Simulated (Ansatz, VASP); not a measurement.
Ag in VASP and in Ansatz

File INCAR:

```
SYSTEM = Ag
ALGO = Normal ; EDIFF = 1E-7
ENCUT = 520 ; GGA = PE
ISIF = 2 ; ISMEAR = -1
LASPH = .TRUE. ; LCHARG = .FALSE.
LREAL = .FALSE. ; LWAVE = .FALSE.
NBANDS = 18 ; NELM = 100
PREC = Accurate ; SIGMA = 0.05
```

The input KPOINTS:

```
k-points
0
G
  10 10 6
  0 0 0
```

Contents of POSCAR:

```
Ag
1.0
    2.8701872985      0.0000000000      0.0000000000
   -1.4350936493      2.4856551142      0.0000000000
    0.0000000000      0.0000000000      4.6922174607
Ag
2
Direct
    0.6666666667      0.3333333333      0.7500000000
    0.3333333333      0.6666666667      0.2500000000
```

Contents of input.yaml:

```yaml
crystal:
  lattice:
    - [2.8701872985, 0.0, 0.0]
    - [-1.4350936493, 2.4856551142, 0.0]
    - [0.0, 0.0, 4.6922174607]
  atoms:
    - { symbol: Ag, position: [0.6666666667, 0.3333333333, 0.75] }
    - { symbol: Ag, position: [0.3333333333, 0.6666666667, 0.25] }
hamiltonian:
  xc: pbe
  pseudopotentials: { kind: paw }
kpoints:
  mp_grid: { grid: [10, 10, 6] }
scf:
  occupations: { method: fermi_dirac, width: 0.05 }
output:
  forces: true
  stress: true
  eigenvalues: true
```

Change from the starting cell: volume scaled by 0.94.

Alike in both runs: task single point; functional PBE; k mesh 10 × 10 × 6; occupations fermi-dirac, width 0.05 eV; no spin polarisation.

|  | VASP | Ansatz |
| --- | --- | --- |
| version | VASP 6.6.1 | Ansatz 0.2.0 |
| potentials or method | VASP PAW PBE potentials, release 64 (Ag) | Ansatz PAW |
| plane-wave cutoff (eV) | 520 | 420 |
| valence electrons in the cell | 22 | 38 |

|  | VASP | Ansatz | Ansatz less VASP |
| --- | --- | --- | --- |
| gap on the k mesh at the Fermi level (eV) | none | none | - |
| pressure (GPa) | 7.3 | 7.5 | +0.20 |
| largest component of the traceless stress (GPa) | 0.45 | 0.45 | -0.002 |

A gap of «none» marks a metal or a gap that the smearing closes. The functional is the same, so the differences come from potentials, cutoffs and numerics. The two sets of potentials don't hold the same shells in valence.
